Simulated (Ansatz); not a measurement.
Input of an Ansatz 0.2.0 run:

input.yaml

```yaml
crystal:
  lattice:
    - [-1.967731, 1.975631, 1.915255]
    - [2.001891, -2.035078, 2.008861]
    - [1.960599, 2.027945, -1.974702]
  atoms:
    - { symbol: Bi, position: [-0.013124, -0.007506, -0.011757] }
hamiltonian:
  xc: lda
  pseudopotentials: { kind: paw, level: accurate }
kpoints:
  mp_grid: { grid: [7, 7, 7] }
scf:
  occupations: { method: fermi_dirac, width: 0.025 }
output:
  forces: true
  stress: true
relax:
  f_tol: 0.01
  max_steps: 40
  cell: { stress_tol: 0.05 }
```

Potentials or basis: Ansatz PAW earlier set.

Launch:

```bash
$ ansatz run input.yaml --threads 1 --pin off --max-ram 2560MiB --backend cpu --events-out ev --progress --plain --runs-dir out
```

Task: Predict the relaxed volume.

Result: 29.94 Å³/atom.

Task: Estimate the relaxed cell.

Result: a = 3.319 Å, b = 3.412 Å, c = 3.411 Å, α = 110.00°, β = 108.98°, γ = 108.88°.

Final structure:
```yaml
crystal:
  lattice:
    - [-1.91686, 1.91517, 1.91669]
    - [1.95648, -1.95446, 1.99797]
    - [1.95691, 1.99437, -1.95728]
  atoms:
    - { symbol: Bi, position: [0.98688, 0.99249, 0.98824] }
```

Caveat: the PAW data sets come from PBE, with cores solved anew for the run's functional, which leaves a small shift of forces and pressure.
